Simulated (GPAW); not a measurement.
The system is Ti.

```xyz
2
Lattice="2.9500 0.0000 0.0000 -1.4750 2.5548 0.0000 0.0000 0.0000 4.6800" Properties=species:S:1:pos:R:3 pbc="T T T"
Ti    1.4750    0.8516    3.5100
Ti    0.0000    1.7032    1.1700
```

```yaml
Program: GPAW 26.7.0
Task: relaxation of cell and atoms
Functional: PBE
Dispersion: D3
Potentials_or_basis: GPAW PAW data sets (gpaw-data 1.2.1)
Cutoff: 600 eV
Basis: pw
k_mesh: 7 × 7 × 4
Occupations: fermi-dirac, width 0.05 eV
Spin: no spin polarisation
```

At the start: pressure -6.8 GPa; volume 17.64 Å³/atom.

Task: Where does the relaxation end?

Result: Over 23 steps the energy falls by 17.8 meV/atom and the volume is 16.57 Å³/atom (-6.0 %); space group P6_3/mmc (No. 194, to 0.05 Å).

The path:
```tsv
step	energy change (eV)	largest force (eV/Å)	pressure (GPa)	volume (Å³)
1	0.0000	0.0000	-6.82	35.27
2	-0.0128	0.0001	-5.70	34.88
3	-0.0292	0.0000	-3.52	34.17
4	-0.0355	0.0001	-0.52	33.28
5	-0.0240	0.0004	2.82	32.41
6	-0.0250	0.0001	2.68	32.44
7	-0.0265	0.0001	2.41	32.51
8	-0.0285	0.0001	2.02	32.61
9	-0.0307	0.0001	1.54	32.73
10	-0.0329	0.0001	0.99	32.87
11	-0.0346	0.0000	0.40	33.03
12	-0.0357	0.0000	-0.20	33.19
13	-0.0357	0.0000	-0.20	33.19
14	-0.0357	0.0000	-0.19	33.19
15	-0.0357	0.0000	-0.18	33.19
16	-0.0356	0.0000	-0.18	33.19
17	-0.0356	0.0000	-0.16	33.18
18	-0.0357	0.0000	-0.15	33.18
19	-0.0357	0.0000	-0.14	33.18
20	-0.0356	0.0000	-0.12	33.17
21	-0.0356	0.0001	-0.10	33.16
22	-0.0356	0.0001	-0.07	33.16
23	-0.0355	0.0001	-0.04	33.15
```

Final structure:
```
CELL_PARAMETERS angstrom
2.88330 0.00000 0.00000
-1.44165 2.49701 0.00000
0.00000 0.00000 4.60431
ATOMIC_POSITIONS crystal
Ti 0.66667 0.33333 0.75000
Ti 0.33333 0.66667 0.25000
```

Caveat: later steps reuse the first step's grids; pairwise dispersion overbinds metals, which lowers pressure and volume.
